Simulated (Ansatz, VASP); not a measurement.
Given: the input of a run of VASP 6.6.1 on Sn.

INCAR

```
SYSTEM = Sn
ALGO     = Normal         ! electronic algorithm
EDIFF    = 1E-7           ! SCF threshold, eV
ENCUT    = 520            ! plane-wave cutoff, eV
GGA      = PE             ! functional
ISIF     = 2              ! what is computed and relaxed
ISMEAR   = 0              ! smearing method
LASPH    = .True.         ! aspherical terms in the spheres
LCHARG   = .False.        ! write CHGCAR
LREAL    = .False.        ! projectors in reciprocal space
LWAVE    = .False.        ! write WAVECAR
NBANDS   = 13             ! bands
NELM     = 100            ! most SCF steps
PREC     = Accurate       ! precision mode
SIGMA    = 0.1            ! smearing width, eV
```

KPOINTS

```
k-points
0
Gamma
  10 10 10
  0 0 0
```

POSCAR

```
Sn
1.0
   -1.8946518192      1.8946518192      1.8946518192
    1.8946518192     -1.8946518192      1.8946518192
    1.8946518192      1.8946518192     -1.8946518192
Sn
1
Direct
    0.0000000000      0.0000000000      0.0000000000
```

Potentials or basis: VASP PAW PBE potentials, release 64 (Sn_d).

The run is started by

```bash
$ cat potpaw_PBE.64/Sn_d/POTCAR > POTCAR
$ mpirun -np 1 vasp_std > vasp.out
```

**Question.** Set up the same calculation for Ansatz 0.2.0. Potentials there: all-electron LAPW, scalar-relativistic.

**Answer.** As run (the cutoff follows the program's own potentials):

File input.yaml:

```yaml
crystal:
  lattice:
    - [-1.8946518192, 1.8946518192, 1.8946518192]
    - [1.8946518192, -1.8946518192, 1.8946518192]
    - [1.8946518192, 1.8946518192, -1.8946518192]
  atoms:
    - { symbol: Sn, position: [0.0, 0.0, 0.0] }
kpoints:
  mp_grid: { grid: [10, 10, 10] }
scf:
  occupations: { method: gaussian, width: 0.1 }
hamiltonian:
  xc: pbe
  pseudopotentials: { kind: all_electron, lapw: { basis_error: 0.001 } }
output:
  forces: true
  stress: true
  eigenvalues: true
```

Potentials or basis: all-electron LAPW, scalar-relativistic.

Launch:

```bash
$ ansatz run input.yaml --threads 1 --pin off --max-ram 3072MiB --backend cpu --events-out ev --progress --plain --runs-dir out
```

Both were run:

|  | VASP | Ansatz | Ansatz less VASP |
| --- | --- | --- | --- |
| gap on the k mesh at the Fermi level (eV) | none | none | - |
| pressure (GPa) | 0.6 | 0.6 | +0.04 |

A gap of «none» marks a metal or a gap that the smearing closes. Ansatz ran all-electron here, so the differences hold the error of VASP's frozen core and of both bases.
